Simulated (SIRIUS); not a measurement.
Runs of SIRIUS 7.12.0 on MgSe. Symmetry: Fm-3m, No. 225, cubic system. Conventional cell: a = 5.451 Å, b = 5.451 Å, c = 5.451 Å, α = 90.00°, β = 90.00°, γ = 90.00°. Se (site symmetry m-3m) is surrounded by 6 Mg at 2.73 Å. Around Mg (site symmetry m-3m) lie 6 Se at 2.73 Å. 

```tsv
task	level	reference energy of the basis	start of the SCF	gap on the mesh (eV)	V0 of scaled cells (Å³/atom)	B0 (GPa)
single point	PBEsol	0.16 Ha	LDA density	(b)	-	-
equation of state	LDA	-	-	-	(a)	69
band structure	LDA	0.16 Ha	LDA density	1.66	-	-
equation of state	PBEsol	-	-	-	20.23	65
```

Alike in all rows: potentials or basis all-electron FP-LAPW, apw+lo standard; no spin polarisation; cell as given; k mesh 8 × 8 × 8; cutoff (eV) 167; smearing fermi-dirac 0.05 eV.

Task: Fill in the values left out.

Result: (a) 19.60; (b) 1.78.

A k mesh can miss the band edges, and the runs leave out spin-orbit coupling on Se.

Not every run made on this cell is shown here.
